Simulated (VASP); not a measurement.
Set up this calculation in VASP 6.6.1, as the native input.

```
Task                   : relaxation of cell and atoms
Functional             : PBEsol
Potentials or basis    : VASP PAW PBE potentials, release 64 (La, O)
Cutoff                 : 600 eV
k mesh                 : 9 × 9 × 5
Occupations            : gaussian, width 0.03 eV
Spin                   : no spin polarisation
Further INCAR settings : ALGO = Normal; EDIFF = 1e-07; IBRION = 2; EDIFFG = -0.005; NSW = 90; ISIF = 3
```

The structure of La2O3 lies in POSCAR:

```
La2O3                                   
1.0
    3.9041763508      0.0000000000      0.0000000000
   -1.9520881754      3.3811159007     -0.0000000000
    0.0000000000     -0.0000000000      6.0333432663
  La              O             
     2     3
Direct
     0.6666666699999979    0.3333333300000021    0.7546777778788668
     0.3333333300000021    0.6666666699999979    0.2453222221211332
     0.6666666699999979    0.3333333300000021    0.3540197454240471
     0.3333333300000021    0.6666666699999979    0.6459802545759529
     0.0000000000000000    1.0000000000000000    0.0000000000000000
```

The cell is a database's computed one.

One way to write it, as run:

INCAR

```
PREC     = Accurate       # precision mode
ENCUT    = 600            # plane-wave cutoff, eV
EDIFF    = 1E-7           # SCF threshold, eV
ISMEAR   = 0              # smearing method
SIGMA    = 0.03           # smearing width, eV
LREAL    = F              # projectors in reciprocal space
LASPH    = T              # aspherical terms in the spheres
NELM     = 80             # most SCF steps
ALGO     = Normal         # electronic algorithm
ISIF     = 3              # what is computed and relaxed
LWAVE    = F              # write WAVECAR
LCHARG   = F              # write CHGCAR
GGA      = PS             # functional
IBRION   = 2              # ionic algorithm
NSW      = 90             # ionic steps
EDIFFG   = -0.005         # ionic threshold
```

KPOINTS

```
regular mesh
0
Gamma
  9 9 5
```

Potentials or basis: VASP PAW PBE potentials, release 64 (La, O).

Run with:

```console
$ cat potpaw_PBE.64/La/POTCAR potpaw_PBE.64/O/POTCAR > POTCAR
$ mpirun -np 1 vasp_std > vasp.out
```

Results of the run:

- Relaxed volume: 15.92 Å³/atom
- Relaxed cell: a = 3.904 Å, b = 3.904 Å, c = 6.033 Å, α = 90.00°, β = 90.00°, γ = 120.00°
- Space group after relaxing (to 0.05 Å): P-3m1 (No. 164)
- Energy gained by relaxing: 0.0 meV/atom
- Ionic steps: 2
- Pressure after relaxing: 0.0 GPa
- Band gap on the k mesh: 3.83 eV, indirect (least direct gap 3.87 eV)

Caveat: the PAW data sets were made with another functional, which shifts forces and pressure a little; spin-orbit coupling is left out, which moves the levels of the heavy elements; an odd mesh through Γ misses points on the zone boundary, where band edges often lie.

Wall time 2.6 min on 1 thread of AMD EPYC 9R45 96-Core Processor (Zen 5), with other jobs on the host, peak memory 0.27 GiB.
